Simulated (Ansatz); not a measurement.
# Honeycomb PN bilayer (like faces together) in a perpendicular field, part 4 of 4

Wanted: the out-of-plane response of the honeycomb PN bilayer (like faces together). A positive field points along +c.

Ansatz 0.2.0; plane-wave DFT, r2SCAN-D4, Ansatz PAW (the session's first sound run).

So far, equivalent conductor thickness p/(ε₀AE) (Å): step 8 (response, atoms held, r2SCAN-D4) 5.81; step 11 (LDA) 5.96; step 14 (PBE) 5.91; step 17 (r2SCAN) 5.81; step 21 (HSE06) 5.74.

**22. The same run with other settings (continued)**

Deep bands are left out, so band numbers here count from the lowest band kept and differ from the log's. Electronic bands along the path, in eV, zero at the Fermi level of the run, which the smearing sets inside the gap; v1 is the highest filled band, c1 the lowest empty one:

```tsv
point	v4	v3	v2	v1	c1	c2	c3	c4
Γ	-3.88	-3.88	-2.58	-1.52	4.02	4.68	5.85	6.05
halfway	-5.27	-5.12	-1.81	-0.93	2.76	2.93	6.11	6.95
M	-5.45	-5.27	-2.68	-2.37	0.77	0.95	5.16	5.65
halfway	-5.01	-4.84	-2.43	-2.15	1.66	1.86	5.86	6.00
K	-4.48	-4.32	-2.17	-2.03	1.34	1.51	5.34	5.47
halfway	-6.49	-6.34	-1.67	-0.88	3.55	3.71	5.81	5.97
Γ	-3.88	-3.88	-2.58	-1.52	4.02	4.68	5.85	6.05
```

The electronic bands as a text plot (rows in eV, shown from -8.9 to 5.5 only):

```
    5.2 |  ++           ++++++++      +++++++++++++       +++++
    4.6 |+++++++                                       ++++++++++
    4.0 |++    ++                                   +++++      ++
    3.4 |        ++                                +++
    2.8 |          +                            +++
    2.2 |           ++                       +++
    1.6 |            ++++       +++++++++++++++
    1.0 |               +++++++++
    0.4 |
   -0.2 |
   -0.8 |       ******                           *********
   -1.4 |*******     ****                    *********    *******
   -2.0 |    ******** *******    ***************      ******
   -2.6 |****             ***********                       *****
   -3.2 |
   -3.8 |***                                                 ****
   -4.4 | ******                     ********             ******
   -5.0 |   *   ****         *********      ***          *  *
   -5.6 |    **     ***** ******               *      *** **
   -6.2 |      *        *******                 *** ***   **
   -6.8 |       *    ****      **                *****   *
   -7.4 |        *****           *               ********
   -8.0 |          *              **            ***
   -8.6 |                          **          *
         Γ                   M           K                      Γ
```

```tsv
quantity	this run	earlier run	difference
dipole along the normal (e·Å)	0.01981	0.01981	1.1e-6
gap along the path (eV)	1.651	1.651	0
smallest direct gap along the path (eV)	2.607	2.607	0
```

Nothing in the table moves by 0.01 in its unit (for the dipole 0.5 % and 5e-5 e·Å). The run took 13 SCF cycles against 11.

The path shows an indirect gap of 1.65 eV (valence top between K and Γ, conduction bottom at M). The least direct gap is 2.61 eV.

**23. A changed input**

An input spoilt on purpose, to show how the run answers: it repeats the earlier run at 0.1 V/Å with efield.ramp_width from 0.135 to 0.9, and scf.max_iter set to 75.

input.yaml

```yaml
crystal:
  lattice:
    - [2.7096501663, 0.0, 0.0]
    - [-1.3548250831, 2.3466258794, 0.0]
    - [0.0, 0.0, 23.548299378]
  atoms:
    - { symbol: "N", position: [0.6666666667, 0.3333333333, 0.3821932045] }
    - { symbol: P, position: [0.3333333333, 0.6666666667, 0.4181204671] }
    - { symbol: "N", position: [0.0, 0.0, 0.6178067955] }
    - { symbol: P, position: [0.6666666667, 0.3333333333, 0.5818869923] }
kpoints:
  mp_grid: { grid: [18, 18, 1] }
  band_path:
    path: [[0, 0, 0], [0.5, 0, 0], [0.33333333, 0.33333333, 0], [0, 0, 0]]
    npoints: 16
hamiltonian:
  xc: r2scan
  dispersion: d4
scf:
  occupations: { method: fermi_dirac, width: 0.05 }
  convergence: { dr2_threshold: 1.0e-10 }
  max_iter: 75
efield:
  axis: 3
  dipole_correction: true
  ramp_position: 0.9325
  ramp_width: 0.9
  amplitude: 0.1
output:
  write_potential: true
  write_density: true
  volumetric_format: npy
```

Launch:

```sh
ansatz run input.yaml --threads 2 --pin off --max-ram 3072MiB --backend cpu --events-out ev --progress --plain --runs-dir out
```

Numbers of over 12 decimals in the logs are rounded to 6 here.

Output:

```text
Engine: ansatz 0.2.0, aarch64-unknown-linux-gnu
Pseudopotentials: kind: paw
Pseudopotential: N, paw, valence charge 5, recommended cutoff 500 eV (meta_gga), N.paw.azcp
Pseudopotential: P, paw, valence charge 5, recommended cutoff 500 eV (meta_gga), P.paw.azcp
Functional definition: r2SCAN
  parameter k0 = 0.174
  parameter k1 = 0.065
  parameter a1 = 4.9479
  exchange = r2scan_x(k0 = k0, k1 = k1, a1 = a1)
  correlation = r2scan_c
Crystal: 4 atoms, lattice volume = 149.733 Å³
Basis set: ecut = 500 eV, 3733 PW (Γ), exchange–correlation on 80×80×720 points (64 copies of the dense FFT grid, shifted against one another)
Bands: 14, of which v1, the nominal top of the filled ones, is band 10 counted from 1 (9 counted from 0)
Symmetry: 6 space group operations
Space group: P3m1 (ITA 156), of the structure as read, at distance tolerance 5.3e-5 Å
k-points: 37 of 324 (time reversal used)
Non-local potential: N, projectors of the file, l = 0: 2, l = 1: 2, l = 2: 1
Non-local potential: P, projectors of the file, l = 0: 2, l = 1: 2, l = 2: 2
PAW form: soft (Blöchl's): semilocal exchange-correlation on the pseudo side does not see the compensation charge
PAW frozen core: N, regenerated for the run's functional (the file was generated under x = pbe(κ = 0.804, μ = 0.219515), c = pbe(β = 0.066725))
PAW frozen core: P, regenerated for the run's functional (the file was generated under x = pbe(κ = 0.804, μ = 0.219515), c = pbe(β = 0.066725))
PAW one-centre angular grid: N, 302 points (default); XC on 160 Gauss nodes
PAW one-centre angular grid: P, 302 points (default); XC on 160 Gauss nodes
Initial density: superposition of atomic densities (neutral atoms: chi_scale 0, normalization atom), corrected by the library's trained network
Initial wavefunctions: pseudopotential atomic-orbital guess
Functional: x = r2scan, c = r2scan; τ floored in thin density (d = 2e-4 eV/Å³)
Error: efield: ion 0 (N) at fractional coordinate 0.3822 along the field axis lies inside the sawtooth ramp with 2 of the planes that the density is read on at each end, [0.9214, 0.8436] — the ramp must sit in vacuum (an ion there feels the fictitious reversed slope); set or move the ramp (efield.ramp_position / ramp_width) or move the geometry
```

Elapsed: 0.29 s, on 2 threads of Arm Neoverse V1, shared host; peak memory 0.27 GiB.

The program refused the input before any cycle.

The program's message: “Error: efield: ion 0 (N) at fractional coordinate 0.3822 along the field axis lies inside the sawtooth ramp with 2 of the planes that the density is read on at each end, [0.9214, 0.8436] — the ramp mu …”

The fault put into the input: a ramp so wide that it reaches the atoms.

**24. Results**

```yaml
gap_without_field: 1.69 eV
ionisation_energy_upper_face: 7.17 eV
electron_affinity_upper_face: 5.48 eV
equivalent_conductor_thickness_atoms_held: 5.81 Å
equivalent_conductor_thickness_lda: 5.96 Å
equivalent_conductor_thickness_pbe: 5.91 Å
equivalent_conductor_thickness_r2scan: 5.81 Å
equivalent_conductor_thickness_hse06: 5.74 Å
```

What this shows: The induced dipole equals that of a perfect conductor 5.81 Å thick, while the outer atoms lie 5.55 Å apart; an out-of-plane ε follows only once a thickness t is chosen, by 1 − 1/ε = 5.81 Å / t. The gap goes from 1.69 eV to 1.31 eV at 0.5 V/Å. Across the functionals the thickness runs from 5.74 to 5.96 Å; those runs use a coarser k-mesh, so they are to be compared with each other. With the field reversed the gap is 1.52 eV at -0.3 V/Å. Semilocal functionals give gaps that are too small, and excitons are not included.

[Logs are printed without paths, hosts, clocks, repeated set-up lines and the standing remarks that a program may print on its own settings, such as how far it seeks lower states.]

[Hosts, paths, dates, database ids (printed as entryN), source tags and the programs' standing remarks are cut or masked in the printed files.]

[Maps of the electrostatic potential energy from Ansatz leave out the sawtooth potential of an applied field or a dipole correction, so their vacuum need not be flat; planar profiles and work functions include it.]
